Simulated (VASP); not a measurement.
Wanted: the native input for a VASP 6.6.1 run.

| Item | Value |
| --- | --- |
| Task | single point |
| Functional | PBE |
| Potentials or basis | VASP PAW PBE potentials, release 64 (W_sv, Si) |
| Cutoff | 520 eV |
| k mesh | 9 × 9 × 9 |
| Occupations | fermi-dirac, width 0.08 eV |
| Spin | no spin polarisation |
| Dipole correction | no |
| Further INCAR settings | ALGO = Normal; EDIFF = 1e-06; NBANDS = 18 |

The structure of Si2W lies in POSCAR:

```
Si2W
1.0
    0.0000000000      2.9492306498      2.9492306498
    2.9492306498      0.0000000000      2.9492306498
    2.9492306498      2.9492306498      0.0000000000
W Si
1 2
Direct
    0.0000000000      0.0000000000      0.0000000000
    0.2500000000      0.2500000000      0.2500000000
    0.7500000000      0.7500000000      0.7500000000
```

Measurements of this composition are mostly on another form, of space group No. 139.

One way to write it, as run:

INCAR

```
SYSTEM = Si2W
  PREC = Accurate
  ENCUT = 520
  EDIFF = 1E-6
  ISMEAR = -1
  SIGMA = 0.08
  LREAL = .FALSE.
  LASPH = .TRUE.
  NELM = 100
  ALGO = Normal
  ISIF = 2
  LWAVE = .FALSE.
  LCHARG = .FALSE.
  GGA = PE
  NBANDS = 18
```

KPOINTS

```
regular mesh
0
G
  9 9 9
  0 0 0
```

Potentials or basis: VASP PAW PBE potentials, release 64 (W_sv, Si).

Command:

```sh
$ cat potpaw_PBE.64/W_sv/POTCAR potpaw_PBE.64/Si/POTCAR > POTCAR
$ mpirun -np 1 vasp_std > vasp.out
```

Results of the run:

```yaml
Pressure: 0.0 GPa
Band_gap_on_the_k_mesh: none (metal or under the smearing width)
```

Wall time 10 s on 1 thread of Intel(R) Xeon(R) 6975P-C (Granite Rapids), with other jobs on the host, peak memory 0.18 GiB.
